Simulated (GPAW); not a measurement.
A calculation with GPAW 26.7.0 of Ge (ASE script, structure typed inline):

File run.py:

```python
import numpy as np
from ase import Atoms
from ase.dft.bandgap import bandgap
from ase.io import write
from gpaw import GPAW, PW
from gpaw.response.df import DielectricFunction

atoms = Atoms(['Ge', 'Ge'],
              cell=[[0.0, 2.82891, 2.82891],
                    [2.82891, 0.0, 2.82891],
                    [2.82891, 2.82891, 0.0]],
              scaled_positions=[[0.75, 0.75, 0.75],
                                [0.5, 0.5, 0.5]],
              pbc=True)

calc = GPAW(mode=PW(450),
            xc='PBE',
            kpts={'size': (7, 7, 7), 'gamma': True},
            occupations={'name': 'fermi-dirac', 'width': 0.001},
            nbands=11,
            convergence={'density': 1e-06},
            maxiter=150,
            txt='gpaw.txt')
atoms.calc = calc
energy = atoms.get_potential_energy()
calc.write('gs.gpw')
write('result.traj', atoms)
print(f'Energy: {energy:.6f} eV')
print('Fermi level:', round(calc.get_fermi_level(), 4), 'eV')
print(f'Gap: {bandgap(calc)[0]:.4f} eV, direct: {bandgap(calc, direct=True)[0]:.4f} eV')

for size in [(21, 21, 21)]:
    name = 'x'.join(str(n) for n in size)
    dense = calc.fixed_density(kpts={'size': size, 'gamma': True},
                               nbands=30, convergence={'bands': 24, 'eigenstates': 1e-7},
                               update_fermi_level=True, txt=f'dense-{name}.txt')
    dense.write(f'{name}.gpw', mode='all')
    df = DielectricFunction(f'{name}.gpw', frequencies=np.array([0.0]), hilbert=False, eta=0.001,
                            ecut=80, nbands=24, intraband=False, txt=f'df-{name}.txt')
    for xc in ['RPA']:
        for direction in ['x', 'y', 'z', [0, 1, 1], [1, 0, 1], [1, 1, 0]]:
            e0, e = df.get_macroscopic_dielectric_constant(xc=xc, direction=direction)
            print(f'{name} {xc} {direction}: {e0:.4f} without, {e:.4f} with local fields')
```

Potentials or basis: GPAW PAW data sets (gpaw-data 1.2.1), pw.

Run with:

```bash
$ OMP_NUM_THREADS=1 python run.py
```

Write the same calculation in another form: ASE script, Cartesian positions.

As run:

File run.py:

```python
import numpy as np
from ase.dft.bandgap import bandgap
from ase.io import read, write
from gpaw import GPAW, PW
from gpaw.response.df import DielectricFunction

atoms = read('Ge.xyz')

calc = GPAW(mode=PW(450),
            xc='PBE',
            kpts={'size': (7, 7, 7), 'gamma': True},
            occupations={'name': 'fermi-dirac', 'width': 0.001},
            nbands=11,
            convergence={'density': 1e-06},
            maxiter=150,
            txt='gpaw.txt')
atoms.calc = calc
energy = atoms.get_potential_energy()
calc.write('gs.gpw')
write('result.traj', atoms)
print(f'Energy: {energy:.6f} eV')
print('Fermi level:', round(calc.get_fermi_level(), 4), 'eV')
print(f'Gap: {bandgap(calc)[0]:.4f} eV, direct: {bandgap(calc, direct=True)[0]:.4f} eV')

for size in [(21, 21, 21)]:
    name = 'x'.join(str(n) for n in size)
    dense = calc.fixed_density(kpts={'size': size, 'gamma': True},
                               nbands=30, convergence={'bands': 24, 'eigenstates': 1e-7},
                               update_fermi_level=True, txt=f'dense-{name}.txt')
    dense.write(f'{name}.gpw', mode='all')
    df = DielectricFunction(f'{name}.gpw', frequencies=np.array([0.0]), hilbert=False, eta=0.001,
                            ecut=80, nbands=24, intraband=False, txt=f'df-{name}.txt')
    for xc in ['RPA']:
        for direction in ['x', 'y', 'z', [0, 1, 1], [1, 0, 1], [1, 1, 0]]:
            e0, e = df.get_macroscopic_dielectric_constant(xc=xc, direction=direction)
            print(f'{name} {xc} {direction}: {e0:.4f} without, {e:.4f} with local fields')
```

The input Ge.xyz:

```xyz
2
Lattice="0.0000000000 2.8289100000 2.8289100000 2.8289100000 0.0000000000 2.8289100000 2.8289100000 2.8289100000 0.0000000000" Properties=species:S:1:pos:R:3 pbc="T T T"
Ge     4.2433650000      4.2433650000      4.2433650000
Ge     2.8289100000      2.8289100000      2.8289100000
```

Potentials or basis: GPAW PAW data sets (gpaw-data 1.2.1), pw.

The run is started by

```sh
$ OMP_NUM_THREADS=1 python run.py
```

Both were run:

|  | ASE script, structure typed inline | ASE script, Cartesian positions |
| --- | --- | --- |
| Band gap on the k mesh | 0.09 eV, direct | 0.09 eV, direct |
| Electronic dielectric tensor (diagonal) | 191.83 | 191.83 |

Keys that steer only the numerical path or the files written may differ.

Caveat: the gap is small at this level, which inflates the dielectric constant; the long-wavelength limit can be off by a per cent or two; an odd mesh through Γ misses points on the zone boundary, where band edges often lie.
